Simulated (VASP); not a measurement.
# Mo: kinetic-energy density

Mo, Im-3m (no. 229), 1 atom in the cell. PBE; PAW potentials Mo_sv (PBE set).

## Input

INCAR:
```
SYSTEM = Mo
PREC = Accurate
ENCUT = 520
EDIFF = 1E-7
ISMEAR = 1
SIGMA = 0.1
LREAL = .FALSE.
LASPH = .TRUE.
ALGO = Normal
NELM = 100
ISIF = 2
LWAVE = .FALSE.
LCHARG = .TRUE.
LTAU = .TRUE.
```

KPOINTS:
```
k-points
0
Gamma
  10 10 10
```

POSCAR:
```
Mo
1.0
   -1.5838089719      1.5838089719      1.5838089719
    1.5838089719     -1.5838089719      1.5838089719
    1.5838089719      1.5838089719     -1.5838089719
Mo
1
Direct
    0.0000000000      0.0000000000      0.0000000000
```

Commands:
```
cat potpaw_PBE.64/Mo_sv/POTCAR > POTCAR
mpirun -np 1 vasp_std > vasp.out
```

## Result

- Kinetic energy of the pseudo orbitals (eV): 378.36

VASP 6.6.1 took 5.5 s on 1 core (Intel Xeon Platinum 8124M @ 3.00GHz (Skylake/Cascade Lake)), a shared host.
